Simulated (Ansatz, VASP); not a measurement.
**Two plane-wave programs on Ag**

```
CELL_PARAMETERS angstrom
0.00000 2.07344 2.07344
2.07344 0.00000 2.07344
2.07344 2.07344 0.00000
ATOMIC_POSITIONS crystal
Ag 0.00000 0.00000 0.00000
```

Alike in both runs: task single point; functional PBE; k mesh 13 × 13 × 13; occupations gaussian, width 0.1 eV; no spin polarisation.

|  | VASP | Ansatz |
| --- | --- | --- |
| version | VASP 6.6.1 | Ansatz 0.2.0 |
| potentials or method | VASP PAW PBE potentials, release 64 (Ag) | plane waves (420 eV) with PAW, scalar-relativistic |
| plane-wave cutoff (eV) | 520 | 420 |
| valence electrons in the cell | 11 | 19 |

|  | VASP | Ansatz | Ansatz less VASP |
| --- | --- | --- | --- |
| pressure (GPa) | -0.2 | -0.1 | +0.10 |

The two sets of potentials don't hold the same shells in valence.
